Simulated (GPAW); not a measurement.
A run of GPAW 26.7.0 is set up as follows.

run.py

```python
from ase import Atoms
from ase.dft.bandgap import bandgap
from ase.io import write
from ase.units import Bohr, GPa
from gpaw import GPAW, PW
from gpaw.elf import elf_from_dft_calculation

atoms = Atoms(['Ga', 'Ga', 'Ga', 'Ga', 'N', 'N', 'N', 'N'],
              cell=[[3.2115377864, 0.0, 0.0],
                    [-1.6057688932, 2.7812733083, 0.0],
                    [0.0, 0.0, 10.35684]],
              scaled_positions=[[0.0, 0.0, 0.785868],
                                [0.6666666667, 0.3333333333, 0.037349],
                                [0.3333333333, 0.6666666667, 0.537349],
                                [0.0, 0.0, 0.285868],
                                [0.0, 0.0, 0.093038],
                                [0.6666666667, 0.3333333333, 0.343745],
                                [0.0, 0.0, 0.593038],
                                [0.3333333333, 0.6666666667, 0.843745]],
              pbc=True)

calc = GPAW(mode=PW(800),
            xc='PBE',
            kpts={'size': (10, 10, 3), 'gamma': True},
            occupations={'name': 'fermi-dirac', 'width': 0.05},
            nbands=32,
            convergence={'density': 1e-05, 'energy': 1e-05},
            maxiter=150,
            txt='gpaw.txt')
atoms.calc = calc
energy = atoms.get_potential_energy()
forces = atoms.get_forces()
stress = atoms.get_stress()
calc.write('gs.gpw')
write('result.traj', atoms)
print(f'Energy: {energy:.6f} eV')
print('Forces (eV/A):')
print(forces.round(4))
print('Stress (GPa):', (stress / GPa).round(3))
print('Fermi level:', round(calc.get_fermi_level(), 4), 'eV')
print(f'Gap: {bandgap(calc)[0]:.4f} eV, direct: {bandgap(calc, direct=True)[0]:.4f} eV')

# fields on the real-space grid
write('density.cube', atoms, data=calc.get_pseudo_density() * Bohr**3)
write('potential.cube', atoms, data=calc.get_electrostatic_potential())
write('elf.cube', atoms, data=elf_from_dft_calculation(calc).data)
```

Potentials or basis: GPAW PAW data sets (gpaw-data 1.2.1), pw.

Command:

```sh
$ OMP_NUM_THREADS=1 python run.py
```

**Question.** Estimate the band gap on the k mesh.

**Answer.** 0.86 eV, direct.

**Question.** Predict the pressure.

**Answer.** 5.7 GPa.

**Question.** Estimate the largest force.

**Answer.** 0.802 eV/Å.

Forces on the atoms (eV/Å):
```
Ga   0.000  0.000 -0.083
Ga   0.000  0.000 -0.581
Ga   0.000  0.000 -0.581
Ga   0.000  0.000 -0.083
N    0.000  0.000 -0.139
N    0.000  0.000  0.802
N    0.000  0.000 -0.139
N    0.000  0.000  0.802
```

**What was measured.**

From “Studying electronic properties in GaN without electrical contacts using γ-γ vs e−-γ Perturbed Angular Correlations”, 2019, pmc:6823545, for a bulk crystal of GaN: band gap 3.503 ± 0.005 eV (direct).

Against the measured gap of GaN, 3.503 eV (direct; quoted in “Studying electronic properties in GaN without electrical contacts using γ-γ vs e−-γ Perturbed Angular Correlations”, 2019, pmc:6823545), the calculated 0.86 eV is off by -2.64 eV. So large a miss can be the level of theory's own, or it may mean another phase, state or a wrong row. Spin-orbit coupling on Ga is left out. The value is that of PBE, without temperature or zero-point motion. Semilocal functionals fall short of measured gaps as a rule. The cell is a database's relaxed one, not the measured one, which moves gaps too.
